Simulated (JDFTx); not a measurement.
**P under changes of volume**

One of the cells (20.458 Å³/atom); the others are scaled copies at fixed shape and fractional positions:

```xyz
4
Lattice="1.6477 -5.4650 0.0000 1.6477 5.4650 0.0000 0.0000 0.0000 4.5436" Properties=species:S:1:pos:R:3 pbc="T T T"
P     1.6477   -4.4173    2.6754
P     1.6477    4.4173    1.8683
P     1.6477   -1.0477    0.4035
P     1.6477    1.0477    4.1401
```

| Quantity | Value |
| --- | --- |
| Program | JDFTx 1.7.0 (patched build) |
| Functional | PBE |
| Potentials or basis | PseudoDojo-SR-PBE-0.5-standard |
| Cutoff | 599 eV |
| Density cutoff | 4789 eV |
| k mesh | 8 × 8 × 6 |
| Occupations | fermi-dirac, width 0.05 eV |
| Spin | no spin polarisation |

```tsv
volume (Å³/atom)	energy over the lowest point (meV/atom)	pressure (GPa)	largest force (eV/Å)
19.230	39.14	7.5	0.926
19.639	?	?	?
20.049	10.71	3.7	0.527
20.458	3.37	2.1	0.353
20.867	0.00	0.6	0.202
21.276	0.22	-0.7	0.118
21.685	3.67	-1.9	0.182
```

Q: What does the run at 19.639 Å³/atom give?

A: Energy over the lowest point 22.47 meV/atom; pressure 5.5 GPa; largest force 0.718 eV/Å.

Worked out: A Birch-Murnaghan fit of order 3 (a polynomial in V^(-2/3)) to the other rows has its minimum at 21.04 Å³/atom with B0 = V·E''(V) = 69 GPa and B' = 4.3 at fixed shape and positions, which overstates the stiffness. It gives 22.49 meV/atom at 19.639 Å³/atom, against the run's 22.47, and -dE/dV = 5.5 GPa, against 5.5.

Energies are extrapolated to zero smearing.
